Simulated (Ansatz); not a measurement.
# Structure optimisation: selenium, diamond

The calculation used DFT, RPBE, plane waves (420 eV) with PAW, scalar-relativistic (Ansatz 0.2.0). The PAW files were generated under PBE, with cores re-solved for the functional.

k-point mesh 9×9×9, Fermi-Dirac smearing 0.1 eV, no spin polarisation. Cell and atoms relax.

Starting structure:

```yaml
crystal:
  lattice:
    - [0.0, 3.0878327507, 3.0878327507]
    - [3.0878327507, 0.0, 3.0878327507]
    - [3.0878327507, 3.0878327507, 0.0]
  atoms:
    - { symbol: Se, position: [0.125, 0.125, 0.125] }
    - { symbol: Se, position: [0.875, 0.875, 0.875] }
hamiltonian:
  xc: rpbe
  pseudopotentials:
    kind: paw
    azcp:
      Se: "pseudopotentials/Se.paw.azcp"
basis:
  ecutwfc: 420
  fft_grid_basis: typed
kpoints:
  mp_grid: { grid: [9, 9, 9], shift: [0, 0, 0] }
magnetization:
  spin_polarized: false
scf:
  occupations: { method: fermi_dirac, width: 0.1 }
relax:
  max_steps: 60
  f_tol: 0.01
  cell: {}
```

Problem. The pressure at the start is 5.0 GPa. By how much does the volume change?

Solution. From 29.44 to 32.98 Å³ per atom, 12.0 %. The final cell has a = 6.414 Å.

Problem. How much energy does the relaxation gain?

Solution. 49.8 meV per atom.
